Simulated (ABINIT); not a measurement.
# PbS (Galena) (Fm-3m) in ABINIT: convergence with pawecutdg

Aim: find how far pawecutdg must go before the results for PbS (Galena) settle, at RPBE. This setting moves, with any that are tied to it; all else stays.

Program: ABINIT 10.8.3 (patched build). These are calculated values, not measurements. Logs are shortened: lines on timing, memory, paths and dates and some standing lists are left out, and cuts for length are marked. The log counts tension as positive stress, the text compression.

**1. Starting point**

The structure is cubic, space group Fm-3m (No. 225). The conventional cell has a = 5.931 Å, b = 5.931 Å, c = 5.931 Å, α = 90.00°, β = 90.00°, γ = 90.00°. Pb (site symmetry m-3m) has 6 S at 2.97 Å as nearest neighbours. S (site symmetry m-3m) has 6 Pb at 2.97 Å as nearest neighbours.

**2. With pawecutdg 22.7**

run.abi

```
pp_dirpath "./"
pseudos "Pb.GGA_PBE-JTH.xml, S.GGA_PBE-JTH.xml"

acell 3*1.0
rprim
     0.0000000000     5.6044552541     5.6044552541
     5.6044552541     0.0000000000     5.6044552541
     5.6044552541     5.6044552541     0.0000000000
ntypat 2
znucl 82 16
natom 2
typat 1 2
xred
     0.0000000000     0.0000000000     0.0000000000
     0.5000000000     0.5000000000     0.5000000000

ecut 22.0
pawecutdg 22.7
pawxcdev 0

kptopt 1
ngkpt 8 8 8
nshiftk 1
shiftk 0.0 0.0 0.0

ixc 15

nband 14
occopt 7
tsmear 0.05 eV

nstep 100
tolvrs 1.0e-9

iomode 3
prtwf 0
prtden 0
prteig 0
prtebands 0
```

Potentials or basis: JTH PAW PBE v2.0.

On the command line:

```sh
abinit run.abi > log 2>&1
```

run.abo:

```text
.Version 10.8.3 of ABINIT
 Symmetries : space group Fm -3 m (#225); Bravais cF (face-center cubic)
================================================================================
 Values of the parameters that define the memory need of the present run
     intxc =       0    ionmov =       0      iscf =      17    lmnmax =      18
     lnmax =       6     mgfft =      36  mpssoang =       3    mqgrid =    3001
     natom =       2  nloc_mem =       2    nspden =       1   nspinor =       1
    nsppol =       1      nsym =      48    n1xccc =       1    ntypat =       2
    occopt =       7   xclevel =       2
       mpw =        1751          nfft =       46656          nkpt =          29
 PAW method is used; the additional fine FFT grid is defined by:
   mgfftf=        36    nfftf =     46656
================================================================================
================================================================================

--------------------------------------------------------------------------------
------------- Echo of variables that govern the present computation ------------
--------------------------------------------------------------------------------
 -outvars: echo values of preprocessed input variables --------
            acell      1.0000000000E+00  1.0000000000E+00  1.0000000000E+00 Bohr
              amu      2.07200000E+02  3.20660000E+01
             ecut      2.20000000E+01 Hartree
              ixc          15
         kptrlatt        8    0    0      0    8    0      0    0    8
          kptrlen      6.34071730E+01
            natom           2
            nband          14
            ngfft          36      36      36
          ngfftdg          36      36      36
             nkpt          29
            nstep         100
             nsym          48
           ntypat           2
           occopt           7
        pawecutdg      2.27000000E+01 Hartree
         pawxcdev           0
[... 185 lines left out ...]
hartree             :  2.02698021539706E+01
xc                  : -6.20091689235039E+00
Ewald energy        : -5.56148220175677E+01
psp_core            :  1.52127328653894E+00
local_psp           : -6.54601680928081E+01
PAW spherical_terms :  2.45720203123049E+01
internal            : -7.14906345173615E+01
'-kT*entropy'       : -2.60456016018542E-14
total_energy        : -7.14906345173615E+01
total_energy_eV     : -1.94535926882219E+03
...

--- !EnergyTermsDC
iteration_state     : {dtset: 1, }
comment             : '"Double-counting" decomposition of free energy'
band_energy         : -3.66557801630472E+00
Ewald energy        : -5.56148220175677E+01
psp_core            :  1.52127328653894E+00
xc_dc               : -2.00122317101903E+01
PAW spherical_terms :  6.28072676578076E+00
internal            : -7.14906316917430E+01
'-kT*entropy'       : -2.60456016018542E-14
total_energy_dc     : -7.14906316917431E+01
total_energy_dc_eV  : -1.94535919193319E+03
...

--- !EnergyTermsWithPAWCore
iteration_state     : {dtset: 1, }
comment             : 'Components of total free energy, including PAW core contributions'
Total energy        : -2.12819637931390E+04
Total energy DC     : -2.12819637903133E+04
Total energy (eV)   : -5.79111736848087E+05
Total energy DC (eV): -5.79111736771198E+05
...

 Cartesian components of stress tensor (hartree/bohr^3)
  sigma(1 1)= -1.46489496E-04  sigma(3 2)=  0.00000000E+00
  sigma(2 2)= -1.46489496E-04  sigma(3 1)=  0.00000000E+00
  sigma(3 3)= -1.46489496E-04  sigma(2 1)=  0.00000000E+00

-Cartesian components of stress tensor (GPa)         [Pressure=  4.3099E+00 GPa]
- sigma(1 1)= -4.30986978E+00  sigma(3 2)=  0.00000000E+00
- sigma(2 2)= -4.30986978E+00  sigma(3 1)=  0.00000000E+00
- sigma(3 3)= -4.30986978E+00  sigma(2 1)=  0.00000000E+00

== END DATASET(S) ==============================================================
================================================================================

 -outvars: echo values of variables after computation  --------
            acell      1.0000000000E+00  1.0000000000E+00  1.0000000000E+00 Bohr
           etotal     -7.1490631692E+01
            fcart     -0.0000000000E+00 -0.0000000000E+00 -0.0000000000E+00
                      -0.0000000000E+00 -0.0000000000E+00 -0.0000000000E+00
            rprim      0.0000000000E+00  5.6044552541E+00  5.6044552541E+00
                       5.6044552541E+00  0.0000000000E+00  5.6044552541E+00
                       5.6044552541E+00  5.6044552541E+00  0.0000000000E+00
           strten     -1.4648949621E-04 -1.4648949621E-04 -1.4648949621E-04
                       0.0000000000E+00  0.0000000000E+00  0.0000000000E+00
           xangst      0.0000000000E+00  0.0000000000E+00  0.0000000000E+00
                       2.9657499980E+00  2.9657499980E+00  2.9657499980E+00
             xred      0.0000000000E+00  0.0000000000E+00  0.0000000000E+00
                       5.0000000000E-01  5.0000000000E-01  5.0000000000E-01
 Calculation completed.
```

Run time: 37 s. Hardware: 1 thread of Arm Neoverse V1, shared host; peak memory 0.12 GiB.

Results:

```
Free energy                                           : -1945.3592 eV
Pressure                                              : 4.3 GPa
Band gap on the k mesh                                : 0.45 eV, direct
Valence electrons inside the program's atomic spheres : Pb 11.35; S 3.53
```

**3. With pawecutdg 26.4**

run.abi, as its differences from that of step 2:

```diff
@@ -17,3 +17,3 @@
 ecut 22.0
-pawecutdg 22.7
+pawecutdg 26.4
 pawxcdev 0
```

Potentials or basis: JTH PAW PBE v2.0.

On the command line:

```sh
abinit run.abi > log 2>&1
```

Run time: 39 s. Hardware: 1 thread of Arm Neoverse V1, shared host; peak memory 0.12 GiB.

Results (log left out):

| Property | Result |
| --- | --- |
| Free energy | -1945.3579 eV |
| Pressure | 4.2 GPa |
| Band gap on the k mesh | 0.45 eV, direct |
| Valence electrons inside the program's atomic spheres | Pb 11.33; S 3.55 |

**4. With pawecutdg 33**

run.abi, as its differences from that of step 3:

```diff
@@ -17,3 +17,3 @@
 ecut 22.0
-pawecutdg 26.4
+pawecutdg 33.0
 pawxcdev 0
```

On the command line:

```sh
abinit run.abi > log 2>&1
```

Run time: 39 s. Hardware: 1 thread of Arm Neoverse V1, shared host; peak memory 0.12 GiB.

Results (log left out):

```
Free energy                                           : -1945.3581 eV
Pressure                                              : 4.2 GPa
Band gap on the k mesh                                : 0.45 eV, direct
Valence electrons inside the program's atomic spheres : Pb 11.31; S 3.55
```

**5. With pawecutdg 39.6**

run.abi, as its differences from that of step 4:

```diff
@@ -17,3 +17,3 @@
 ecut 22.0
-pawecutdg 33.0
+pawecutdg 39.6
 pawxcdev 0
```

On the command line:

```sh
abinit run.abi > log 2>&1
```

Run time: 39 s. Hardware: 1 thread of Arm Neoverse V1, shared host; peak memory 0.13 GiB.

The run converged. Its results:

- Free energy: -1945.3578 eV
- Pressure: 4.2 GPa
- Band gap on the k mesh: 0.45 eV, direct
- Valence electrons inside the program's atomic spheres: Pb 11.31; S 3.51

**6. With pawecutdg 48.4**

run.abi, as its differences from that of step 5:

```diff
@@ -17,3 +17,3 @@
 ecut 22.0
-pawecutdg 39.6
+pawecutdg 48.4
 pawxcdev 0
```

Potentials or basis: JTH PAW PBE v2.0.

On the command line:

```sh
abinit run.abi > log 2>&1
```

Wall time 39 s (1 thread of Arm Neoverse V1, shared host); peak memory 0.13 GiB.

It converged, with:

| Quantity | Value |
| --- | --- |
| Free energy | -1945.3578 eV |
| Pressure | 4.2 GPa |
| Band gap on the k mesh | 0.45 eV, direct |
| Valence electrons inside the program's atomic spheres | Pb 11.33; S 3.53 |

**7. With pawecutdg 59.4**

run.abi, as its differences from that of step 6:

```diff
@@ -17,3 +17,3 @@
 ecut 22.0
-pawecutdg 48.4
+pawecutdg 59.4
 pawxcdev 0
```

On the command line:

```sh
abinit run.abi > log 2>&1
```

Run time: 39 s. Hardware: 1 thread of Arm Neoverse V1, shared host; peak memory 0.16 GiB.

It converged, with:

- Free energy: -1945.3578 eV
- Pressure: 4.2 GPa
- Band gap on the k mesh: 0.45 eV, direct
- Valence electrons inside the program's atomic spheres: Pb 11.31; S 3.55

**8. With pawecutdg 72.6**

run.abi, as its differences from that of step 7:

```diff
@@ -17,3 +17,3 @@
 ecut 22.0
-pawecutdg 59.4
+pawecutdg 72.6
 pawxcdev 0
```

On the command line:

```sh
abinit run.abi > log 2>&1
```

Run time: 40 s. Hardware: 1 thread of Arm Neoverse V1, shared host; peak memory 0.17 GiB.

The run converged. Its results:

```yaml
Free_energy: -1945.3579 eV
Pressure: 4.2 GPa
Band_gap_on_the_k_mesh: 0.45 eV, direct
Valence_electrons_inside_the_program's_atomic_spheres: Pb 11.32; S 3.54
```

**9. Result**

| pawecutdg | energy less the tightest run, at zero smearing (meV/atom) | pressure (GPa) | SCF cycles | CPU time (s) | peak memory (GiB) |
| --- | --- | --- | --- | --- | --- |
| 22.7 | -0.66 | 4.31 | 17 | 37 | 0.12 |
| 26.4 | 0.00 | 4.21 | 18 | 39 | 0.12 |
| 33 | -0.09 | 4.21 | 18 | 39 | 0.12 |
| 39.6 | 0.05 | 4.20 | 18 | 39 | 0.13 |
| 48.4 | 0.02 | 4.23 | 18 | 39 | 0.13 |
| 59.4 | 0.04 | 4.22 | 18 | 39 | 0.16 |
| 72.6 | 0.00 | 4.22 | 18 | 40 | 0.17 |

Against the tightest run, the energy stays within 1 meV/atom from 22.7 on; the pressure stays within 0.1 GPa from 22.7 on. The tightest run that finished is the yardstick and may itself not be fully converged.

Caveats: the PAW data sets were made with another functional, which shifts forces and pressure a little; spin-orbit coupling is left out, which as a rule narrows the gap of such compounds by several tenths of an eV.
